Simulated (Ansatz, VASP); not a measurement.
This is a calculation of Ni for Ansatz 0.2.0.

The input input.yaml:

```yaml
crystal:
  lattice:
    - [0.0, 1.737572933, 1.737572933]
    - [1.737572933, 0.0, 1.737572933]
    - [1.737572933, 1.737572933, 0.0]
  atoms:
    - { symbol: Ni, position: [0.0, 0.0, 0.0], spin: 1.0 }
hamiltonian:
  xc: pbe
  pseudopotentials: { kind: paw }
  dispersion: d3bj
magnetization:
  spin_polarized: true
kpoints:
  mp_grid: { grid: [10, 10, 10] }
scf:
  occupations: { method: fermi_dirac, width: 0.05 }
output:
  forces: true
  stress: true
  eigenvalues: true
relax:
  f_tol: 0.01
  max_steps: 40
  cell: { stress_tol: 0.05 }
```

Potentials or basis: Ansatz PAW.

Command:

```sh
$ ansatz run input.yaml --threads 2 --pin off --max-ram 5632MiB --backend cpu --events-out ev --progress --plain --runs-dir out
```

Problem. Set up the same calculation for VASP 6.6.1. Potentials there: VASP PAW PBE potentials, release 64 (Ni).

Solution. As run (the cutoff follows the program's own potentials):

Contents of INCAR:

```
  PREC = Accurate
  ENCUT = 600
  EDIFF = 1E-6
  ISMEAR = -1
  SIGMA = 0.05
  LREAL = F
  LASPH = T
  NELM = 150
  ALGO = Fast
  ISIF = 3
  LWAVE = F
  LCHARG = F
  ISPIN = 2
  MAGMOM = 1
  LORBIT = 11
  LMAXMIX = 4
  GGA = PE
  IVDW = 12
  IBRION = 2
  NSW = 40
  EDIFFG = -0.005
```

Contents of KPOINTS:

```
Automatic mesh
0
Gamma
  10 10 10
```

The input POSCAR:

```
Ni
1.0
    0.0000000000      1.7375729330      1.7375729330
    1.7375729330      0.0000000000      1.7375729330
    1.7375729330      1.7375729330      0.0000000000
Ni
1
Direct
    0.0000000000      0.0000000000      0.0000000000
```

Potentials or basis: VASP PAW PBE potentials, release 64 (Ni).

Launch:

```sh
$ cat potpaw_PBE.64/Ni/POTCAR > POTCAR
$ mpirun -np 1 vasp_std > vasp.out
```

Both were run:

|  | VASP | Ansatz | Ansatz less VASP |
| --- | --- | --- | --- |
| gap on the k mesh at the Fermi level, each at its own relaxed structure (eV) | none | none | - |
| net moment per atom (μB) | 0.70 | 0.72 | +0.017 |
| size of the moment on the site where the two differ most (μB) | 0.71 | 0.76 | +0.045 |
| relaxed volume (Å³/atom) | 10.53 | 10.55 | +0.018 |
| relaxed cell length with the largest relative difference (Å) | 2.460 | 2.462 | +0.0014 |

Site moments also hang on the region over which each program counts them. A gap of «none» marks a metal or a gap that the smearing closes. The two sets of potentials don't hold the same shells in valence.

Caveats: pairwise dispersion overbinds metals, which lowers pressure and volume; the plane-wave basis is chosen anew once the cell has moved, so the energies of steps on either side of that aren't comparable (Ansatz).
